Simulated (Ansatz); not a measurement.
As under changes of volume

One of the cells (21.530 Å³/atom); the others are scaled copies at fixed shape and fractional positions:

```
As
1.0
     1.88080    1.08588    3.51406
    -1.88080    1.08588    3.51406
     0.00000   -2.17176    3.51406
As
2
Direct
  0.22600 0.22600 0.22600
  0.77400 0.77400 0.77400
```

```yaml
Program: Ansatz 0.2.0
Functional: PBE
Potentials_or_basis: all-electron LAPW, scalar-relativistic
Cutoff: 315 eV (chosen from the basis error)
Basis_error_allowed: 0.0005 eV/atom
k_mesh: 9 × 9 × 9
Occupations: fermi-dirac, width 0.05 eV
Spin: no spin polarisation
```

| volume (Å³/atom) | energy over the lowest point (meV/atom) | pressure (GPa) | largest force (eV/Å) |
| --- | --- | --- | --- |
| 20.239 | ? | ? | ? |
| 20.669 | 41.21 | 7.4 | 0.720 |
| 21.100 | 23.96 | 5.5 | 0.568 |
| 21.530 | 11.66 | 3.7 | 0.426 |
| 21.961 | 3.83 | 2.1 | 0.292 |
| 22.392 | 0.07 | 0.7 | 0.167 |
| 22.822 | 0.00 | -0.6 | 0.049 |

What does the run at 20.239 Å³/atom give?

Energy over the lowest point 63.92 meV/atom; pressure 9.5 GPa; largest force 0.883 eV/Å.

Worked out: A Birch-Murnaghan fit of order 3 (a polynomial in V^(-2/3)) to the other rows has its minimum at 22.61 Å³/atom with B0 = V·E''(V) = 69 GPa and B' = 4.0 at fixed shape and positions, which overstates the stiffness. It gives 63.86 meV/atom at 20.239 Å³/atom, against the run's 63.92, and -dE/dV = 9.5 GPa, against 9.5.

Energies are extrapolated to zero smearing.
